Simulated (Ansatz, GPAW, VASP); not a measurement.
In: 3 runs at one level of theory

```
In
1.0
    -1.62547    1.62547    2.47370
     1.62547   -1.62547    2.47370
     1.62547    1.62547   -2.47370
In
1
Cartesian
  0.0000 0.0000 0.0000
```

Alike in all runs: task single point; functional PBE; k mesh 11 × 11 × 11; occupations gaussian, width 0.05 eV; no spin polarisation; no spin-orbit coupling. Pressure is positive in compression and, in plane waves, holds the error of the finite cutoff.

```csv
program and potentials,plane-wave cutoff (eV),notes,pressure (GPa)
"Ansatz, all-electron LAPW, scalar-relativistic",-,-,?
"VASP, PBE PAW files In_d, release 54, 520 eV",520,-,1.93
"GPAW, GPAW PAW data sets (gpaw-data 1.2.1)",600,-,1.65
```

Estimate from the other rows what the run with Ansatz, all-electron LAPW, scalar-relativistic gave.

Pressure 2.01 GPa. The other rows, which needn't bracket it: pressure 1.65 to 1.93.
